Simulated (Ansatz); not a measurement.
The system is LiH.

```
Li H
1.0
     0.00000    2.03675    2.03675
     2.03675    0.00000    2.03675
     2.03675    2.03675    0.00000
Li H
1 1
Direct
  0.00000 0.00000 0.00000
  0.50000 0.50000 0.50000
```

Program: Ansatz 0.2.0. Alike in all runs: cell as given.

Task: Order these runs on this cell by their pressure, lowest first.
A. level BLYP; potentials or basis PseudoDojo standard (PBE files); spin off; k mesh 16 × 16 × 16; cutoff (eV) 1007; smearing fermi-dirac 0.01 eV; other keys kpoints.mp_grid.grid = 16 × 16 × 16; …; mesh quality not flagged
B. level r2SCAN+D3(BJ); potentials or basis PseudoDojo stringent (PBEsol files); spin collinear, ferromagnetic start; k mesh 11 × 11 × 11; cutoff (eV) 1306; smearing gaussian 0.02 eV; other keys hamiltonian.xc = r2scan; mesh quality not flagged
C. level revPBE0+D3(BJ); potentials or basis Ansatz NC; spin off; k mesh 6 × 6 × 6; cutoff (eV) 1034; smearing fixed; mesh quality coarse

Result: C (-6.4 GPa), B (-3.0 GPa), A (-1.1 GPa).

Caveats: some runs use coarse meshes; the potentials were made for another functional, which shifts forces and pressure; the thresholds are loose for stress (some runs); the meta-GGA runs on potentials made for a GGA (some runs); the dispersion damping was fitted for another functional or another form of the correction (some runs); the starting moments weren't kept (some runs).
